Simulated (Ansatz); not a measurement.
## Ga: zone-centre modes under pressure

Ga, C2/c, a = 2.745 Å, b = 7.949 Å, c = 3.299 Å, β = 93.4°. This isn't the element's structure at ambient conditions. Ansatz: PBEsol, PAW, 420 eV, Γ-centred 16×16×12 mesh on 2 atoms, Fermi-Dirac smearing 0.15 eV; no spin polarisation. Cell and atoms are relaxed at each pressure with the symmetry kept; optical modes at Γ by linear response, in cm⁻¹, matched by rank (the highest 3 distinct ones).

| P (GPa) | V (Å³/atom) | ω1 | ω2 | ω3 |
| --- | --- | --- | --- | --- |
| 0 | 17.967 | 47.0 | 122.2 | 192.0 |
| 3 | 17.183 | ? | ? | ? |
| 10 | 15.901 | 61.8 | 152.6 | 239.2 |

**Question.** Get each mode's Grüneisen parameter γ = −d ln ω/d ln V from the other rows and predict the missing frequencies.

**Answer.** ln(V/V0) = 0.0000, -0.0446, -0.1222; a line through ln(ω/ω0) of the 2 known rows gives ω1: γ = 2.240, predicted 51.9, computed 52.2; ω2: γ = 1.818, predicted 132.5, computed 133.2; ω3: γ = 1.799, predicted 208.0, computed 208.9. The worst miss is 0.5 %, or 6 % of the shift under pressure, so a constant γ serves at that level. In a metal these frequencies hang on the mesh and smearing.